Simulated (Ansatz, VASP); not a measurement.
# Two plane-wave programs on In3Se

```
In Se
1.0
     4.61179    0.00000    0.00000
     0.00000    4.61179    0.00000
     0.00000    0.00000    4.61179
In Se
3 1
Cartesian
  0.0000 2.3059 2.3059
  2.3059 0.0000 2.3059
  2.3059 2.3059 0.0000
  0.0000 0.0000 0.0000
```

Alike in both runs: functional LDA; k mesh 10 × 10 × 10; occupations gaussian, width 0.1 eV; no spin polarisation.

Ansatz relaxed the structure, and its values are those at the end. VASP's run is a single point on that final structure, the one shown.

```csv
,VASP,Ansatz
version,VASP 6.6.1,Ansatz 0.2.0
potentials or method,"VASP PAW LDA potentials, release 64 (In_d, Se)","scalar-relativistic, plane waves, PAW"
plane-wave cutoff (eV),520,420
valence electrons in the cell,45,55
```

```csv
,VASP,Ansatz,Ansatz less VASP
gap on the k mesh at the Fermi level (eV),none,none,-
pressure (GPa),0.0,0.0,-0.03
```

A gap of «none» marks a metal or a gap that the smearing closes. The two sets of potentials don't hold the same shells in valence.
